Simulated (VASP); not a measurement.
Computed with r2SCAN meta-GGA, VASP's PBE PAW potentials (set 64) (plane waves; VASP).

VASP input:

POSCAR:
```
AlSb
1
    0.0000000000     3.0914156126     3.0914156126
    3.0914156126     0.0000000000     3.0914156126
    3.0914156126     3.0914156126     0.0000000000
Al Sb
1 1
Direct
  0.0000000000   0.0000000000   0.0000000000
  0.2500000000   0.2500000000   0.2500000000
```

### KPOINTS
```
Regular mesh
0
G
7 7 7
0 0 0
```

INCAR:
```
SYSTEM=AlSb
PREC=Accurate; ENCUT=530; LREAL=.FALSE.
LASPH=.TRUE.
EDIFF=1E-7; NELM=100; ALGO=Normal
LMAXMIX=4; LMIXTAU=.TRUE.
ISMEAR=0; SIGMA=0.05
METAGGA=R2SCAN
IBRION=6; NSW=1; ISIF=3
POTIM=0.015; NFREE=2
LWAVE=.FALSE.; LCHARG=.FALSE.
```

POTCAR, in this order: Al Sb (PBE.64 set). Program: vasp_std.

Output of the run:

**OSZICAR**
```
...
DAV:  17    -0.329410647789E+02    0.13232E-06   -0.65174E-12   800   0.313E-05    0.105E-06
DAV:  18    -0.329410647589E+02    0.20042E-07   -0.60125E-13   800   0.167E-05
  10 F= -.32941065E+02 E0= -.32941065E+02  d E =-.595733E-14
       N       E                     dE             d eps       ncg     rms          rms(c)
DAV:   1    -0.329508359924E+02   -0.97712E-02   -0.29870E-01  2280   0.298E+00    0.359E-01
DAV:   2    -0.329439888535E+02    0.68471E-02   -0.14350E-02  2056   0.927E-01    0.213E-01
DAV:   3    -0.329409167778E+02    0.30721E-02   -0.13855E-02  2208   0.744E-01    0.393E-02
DAV:   4    -0.329410284770E+02   -0.11170E-03   -0.14279E-03  1648   0.298E-01    0.251E-02
DAV:   5    -0.329406065453E+02    0.42193E-03   -0.69231E-04  1672   0.237E-01    0.107E-02
DAV:   6    -0.329410594278E+02   -0.45288E-03   -0.47858E-04  1632   0.191E-01    0.588E-03
DAV:   7    -0.329410642720E+02   -0.48442E-05   -0.10075E-05  2384   0.310E-02    0.479E-03
DAV:   8    -0.329410640510E+02    0.22107E-06   -0.18258E-06  1808   0.144E-02    0.916E-04
DAV:   9    -0.329410646696E+02   -0.61859E-06   -0.19827E-06  1600   0.175E-02    0.594E-04
DAV:  10    -0.329410647809E+02   -0.11136E-06   -0.32558E-07  1616   0.730E-03    0.309E-04
DAV:  11    -0.329410648310E+02   -0.50033E-07   -0.66239E-08   992   0.338E-03
  11 F= -.32941065E+02 E0= -.32941065E+02  d E =-.594827E-14
       N       E                     dE             d eps       ncg     rms          rms(c)
DAV:   1    -0.329457068015E+02   -0.46420E-02   -0.23650E-01  2328   0.266E+00    0.225E-01
DAV:   2    -0.329432594872E+02    0.24473E-02   -0.83268E-03  2008   0.726E-01    0.141E-01
DAV:   3    -0.329410975933E+02    0.21619E-02   -0.65919E-03  2368   0.536E-01    0.269E-02
DAV:   4    -0.329410683485E+02    0.29245E-04   -0.72261E-04  1736   0.210E-01    0.185E-02
DAV:   5    -0.329409019313E+02    0.16642E-03   -0.61611E-04  1792   0.216E-01    0.487E-03
DAV:   6    -0.329409681260E+02   -0.66195E-04   -0.52221E-04  1600   0.197E-01    0.217E-03
DAV:   7    -0.329410717445E+02   -0.10362E-03   -0.21577E-05  1752   0.398E-02    0.156E-03
DAV:   8    -0.329410405003E+02    0.31244E-04   -0.24692E-06  2192   0.153E-02    0.499E-04
DAV:   9    -0.329410665906E+02   -0.26090E-04   -0.18939E-06  1624   0.150E-02    0.238E-04
DAV:  10    -0.329410636348E+02    0.29558E-05   -0.10417E-07  1616   0.361E-03    0.104E-04
DAV:  11    -0.329410657581E+02   -0.21233E-05   -0.35534E-08   800   0.196E-03    0.496E-05
DAV:  12    -0.329410649280E+02    0.83008E-06   -0.11571E-08   800   0.139E-03    0.167E-05
DAV:  13    -0.329410648651E+02    0.62944E-07   -0.10299E-09   800   0.311E-04
  12 F= -.32941065E+02 E0= -.32941065E+02  d E =-.595849E-14
       N       E                     dE             d eps       ncg     rms          rms(c)
DAV:   1    -0.329508989179E+02   -0.98340E-02   -0.28116E-01  2256   0.289E+00    0.359E-01
DAV:   2    -0.329439877908E+02    0.69111E-02   -0.13709E-02  2064   0.908E-01    0.213E-01
DAV:   3    -0.329409169818E+02    0.30708E-02   -0.13870E-02  2176   0.744E-01    0.394E-02
DAV:   4    -0.329410249194E+02   -0.10794E-03   -0.14475E-03  1656   0.299E-01    0.248E-02
DAV:   5    -0.329404862420E+02    0.53868E-03   -0.85318E-04  1672   0.262E-01    0.115E-02
DAV:   6    -0.329410470743E+02   -0.56083E-03   -0.39107E-04  1640   0.171E-01    0.660E-03
DAV:   7    -0.329410619479E+02   -0.14874E-04   -0.16662E-05  2512   0.430E-02    0.448E-03
DAV:   8    -0.329410636997E+02   -0.17518E-05   -0.55009E-06  1840   0.210E-02    0.106E-03
DAV:   9    -0.329410646191E+02   -0.91942E-06   -0.19230E-06  1624   0.171E-02    0.285E-04
DAV:  10    -0.329410647865E+02   -0.16736E-06   -0.40599E-07  1600   0.827E-03    0.144E-04
DAV:  11    -0.329410648267E+02   -0.40208E-07   -0.59812E-08   960   0.322E-03
  13 F= -.32941065E+02 E0= -.32941065E+02  d E =-.594310E-14
       N       E                     dE             d eps       ncg     rms          rms(c)
DAV:   1    -0.329464567009E+02   -0.53919E-02   -0.11932E-01  1512   0.219E+00    0.146E-01
DAV:   2    -0.329443069566E+02    0.21497E-02   -0.39206E-03  1216   0.494E-01    0.951E-02
DAV:   3    -0.329423030703E+02    0.20039E-02   -0.37926E-03  1528   0.409E-01    0.101E-02
DAV:   4    -0.329427777363E+02   -0.47467E-03   -0.55661E-04  1032   0.182E-01    0.744E-03
DAV:   5    -0.329417257915E+02    0.10519E-02   -0.26453E-04  1064   0.152E-01    0.143E-03
DAV:   6    -0.329426974250E+02   -0.97163E-03   -0.18028E-04  1032   0.116E-01    0.915E-04
DAV:   7    -0.329425258518E+02    0.17157E-03   -0.68763E-06  1136   0.221E-02    0.730E-04
DAV:   8    -0.329426278062E+02   -0.10195E-03   -0.26219E-06  1184   0.150E-02    0.201E-04
DAV:   9    -0.329426247464E+02    0.30597E-05   -0.10108E-07  1160   0.379E-03    0.165E-04
DAV:  10    -0.329426124390E+02    0.12307E-04   -0.41551E-08   512   0.189E-03    0.691E-05
DAV:  11    -0.329426074444E+02    0.49945E-05   -0.16571E-08   512   0.163E-03    0.134E-05
DAV:  12    -0.329426047533E+02    0.26911E-05   -0.35104E-09   512   0.644E-04    0.140E-05
DAV:  13    -0.329426051193E+02   -0.36594E-06   -0.26189E-10   512   0.158E-04    0.146E-05
DAV:  14    -0.329426050230E+02    0.96308E-07   -0.54850E-11   512   0.797E-05
  14 F= -.32942605E+02 E0= -.32942605E+02  d E =-.273190E-12
       N       E                     dE             d eps       ncg     rms          rms(c)
DAV:   1    -0.329418983600E+02    0.70676E-03   -0.73007E-02  1024   0.207E+00    0.924E-02
DAV:   2    -0.329425075255E+02   -0.60917E-03   -0.22432E-03  1560   0.372E-01    0.476E-02
DAV:   3    -0.329425647019E+02   -0.57176E-04   -0.38943E-05  1272   0.605E-02    0.284E-02
DAV:   4    -0.329426001812E+02   -0.35479E-04   -0.53300E-05  1256   0.638E-02    0.410E-03
DAV:   5    -0.329426044129E+02   -0.42317E-05   -0.83518E-06  1136   0.308E-02    0.325E-03
DAV:   6    -0.329426044330E+02   -0.20110E-07   -0.25791E-06  1064   0.181E-02    0.125E-03
DAV:   7    -0.329426053278E+02   -0.89486E-06   -0.15737E-06  1120   0.129E-02    0.335E-04
DAV:   8    -0.329426053890E+02   -0.61120E-07   -0.70971E-08   752   0.311E-03
  15 F= -.32942605E+02 E0= -.32942605E+02  d E =-.274894E-12
       N       E                     dE             d eps       ncg     rms          rms(c)
DAV:   1    -0.329420005437E+02    0.60478E-03   -0.10882E-01  1024   0.229E+00    0.630E-02
DAV:   2    -0.329425717799E+02   -0.57124E-03   -0.36815E-03  1520   0.490E-01    0.385E-02
DAV:   3    -0.329425990745E+02   -0.27295E-04   -0.69395E-05  1344   0.730E-02    0.143E-02
DAV:   4    -0.329426096758E+02   -0.10601E-04   -0.21198E-05  1304   0.408E-02    0.309E-03
DAV:   5    -0.329426049543E+02    0.47215E-05   -0.95111E-06  1056   0.342E-02    0.145E-03
DAV:   6    -0.329426109532E+02   -0.59988E-05   -0.38608E-06  1032   0.235E-02    0.637E-04
DAV:   7    -0.329426110537E+02   -0.10053E-06   -0.15976E-07  1256   0.450E-03    0.349E-04
DAV:   8    -0.329426110592E+02   -0.54586E-08   -0.33704E-08   520   0.193E-03
  16 F= -.32942611E+02 E0= -.32942611E+02  d E =-.271735E-12
       N       E                     dE             d eps       ncg     rms          rms(c)
DAV:   1    -0.329414756603E+02    0.11354E-02   -0.22152E-01  1040   0.298E+00    0.104E-01
DAV:   2    -0.329425645495E+02   -0.10889E-02   -0.54074E-03  1480   0.647E-01    0.616E-02
DAV:   3    -0.329425707160E+02   -0.61665E-05   -0.13722E-04  1264   0.106E-01    0.138E-02
DAV:   4    -0.329425943604E+02   -0.23644E-04   -0.90311E-05  1080   0.812E-02    0.430E-03
DAV:   5    -0.329426058805E+02   -0.11520E-04   -0.39296E-05  1024   0.564E-02    0.219E-03
DAV:   6    -0.329426107096E+02   -0.48290E-05   -0.46937E-06  1152   0.189E-02    0.914E-04
DAV:   7    -0.329426110767E+02   -0.36717E-06   -0.40930E-07  1320   0.627E-03    0.424E-04
DAV:   8    -0.329426110548E+02    0.21885E-07   -0.47758E-08   528   0.236E-03
  17 F= -.32942611E+02 E0= -.32942611E+02  d E =-.270090E-12
```

### OUTCAR
```
------------------------ aborting loop because EDIFF is reached ----------------------------------------
  FORCE on cell =-STRESS in cart. coord.  units (eV):
  Direction    XX          YY          ZZ          XY          YZ          ZX
  --------------------------------------------------------------------------------------
  Total        0.0087411      0.0109971      0.0109971      0.0000000      0.1100793      0.0000000
  in kB        0.2370139      0.2981865      0.2981865      0.0000000      2.9847924      0.0000000
  external PRESSURE =       0.2777957 kB  Pullay stress =       0.0000000 kB
  volume of cell :       59.09
      direct lattice vectors                 reciprocal lattice vectors
     0.000000000  3.091415613  3.091415613    -0.161738201  0.161738201  0.161738201
     3.091415613  0.000000000  3.091415613     0.161738201 -0.161738201  0.161738201
     3.091415613  3.091415613  0.000000000     0.161738201  0.161738201 -0.161738201
 POSITION                                       TOTAL-FORCE (eV/Angst)
 -----------------------------------------------------------------------------------
      0.00000      0.00000      0.00000        -0.121563      0.000000      0.000000
      1.53071      1.54571      1.54571         0.121563      0.000000      0.000000
 -----------------------------------------------------------------------------------
    total drift:                                0.000269     -0.000001     -0.000001
  FREE ENERGIE OF THE ION-ELECTRON SYSTEM (eV)
  ---------------------------------------------------
  free  energy   TOTEN  =       -32.9426110548 eV

  energy  without entropy=      -32.9426110548  energy(sigma->0) =      -32.94261105

   1 f  =    9.483847 THz    59.588767 2PiTHz  316.347080 cm-1    39.222021 meV
             X         Y         Z           dx          dy          dz
      0.000000  0.000000  0.000000     0.905007    0.000000    0.000000
      1.545708  1.545708  1.545708    -0.425397    0.000000    0.000000

   2 f  =    9.483847 THz    59.588767 2PiTHz  316.347080 cm-1    39.222021 meV
             X         Y         Z           dx          dy          dz
      0.000000  0.000000  0.000000    -0.000000   -0.905007   -0.000000
      1.545708  1.545708  1.545708    -0.000000    0.425397    0.000000

   3 f  =    9.483847 THz    59.588767 2PiTHz  316.347080 cm-1    39.222021 meV
             X         Y         Z           dx          dy          dz
      0.000000  0.000000  0.000000    -0.000000   -0.000000    0.905007
      1.545708  1.545708  1.545708    -0.000000   -0.000000   -0.425397

   4 f/i=    0.005486 THz     0.034467 2PiTHz    0.182978 cm-1     0.022686 meV
             X         Y         Z           dx          dy          dz
      0.000000  0.000000  0.000000     0.074740    0.394401   -0.140798
      1.545708  1.545708  1.545708     0.159006    0.839066   -0.299539

   5 f/i=    0.005486 THz     0.034467 2PiTHz    0.182978 cm-1     0.022686 meV
             X         Y         Z           dx          dy          dz
      0.000000  0.000000  0.000000    -0.019332   -0.139621   -0.401366
      1.545708  1.545708  1.545708    -0.041127   -0.297035   -0.853883

   6 f/i=    0.005486 THz     0.034467 2PiTHz    0.182978 cm-1     0.022686 meV
             X         Y         Z           dx          dy          dz
      0.000000  0.000000  0.000000     0.418333   -0.076917    0.006607
      1.545708  1.545708  1.545708     0.889979   -0.163636    0.014057

 ELASTIC MODULI CONTR FROM IONIC RELAXATION (kBar)
 Direction    XX          YY          ZZ          XY          YZ          ZX
 --------------------------------------------------------------------------------
 XX          -0.0000     -0.0000     -0.0000     -0.0000      0.0000      0.0000
 YY          -0.0000     -0.0000     -0.0000     -0.0000     -0.0000      0.0000
 ZZ          -0.0000     -0.0000     -0.0000      0.0000     -0.0000      0.0000
 XY          -0.0000     -0.0000      0.0000   -180.8822      0.0000      0.0000
 YZ           0.0000     -0.0000     -0.0000      0.0000   -180.8822      0.0000
 ZX           0.0000      0.0000      0.0000      0.0000      0.0000   -180.8822
 --------------------------------------------------------------------------------

 TOTAL ELASTIC MODULI (kBar)
 Direction    XX          YY          ZZ          XY          YZ          ZX
 --------------------------------------------------------------------------------
 XX         864.0320    409.3864    409.3864     -0.0000      0.0000      0.0000
 YY         409.3864    864.0320    409.3864     -0.0000     -0.0000     -0.0000
 ZZ         409.3864    409.3864    864.0320      0.0000     -0.0000     -0.0000
 XY          -0.0000     -0.0000      0.0000    412.5767      0.0000      0.0000
 YZ           0.0000     -0.0000     -0.0000      0.0000    412.5767      0.0000
 ZX           0.0000     -0.0000     -0.0000      0.0000      0.0000    412.5767
 --------------------------------------------------------------------------------
```
(Selected blocks of OUTCAR.)

The compound is AlSb in the zinc blende structure. It was relaxed first.
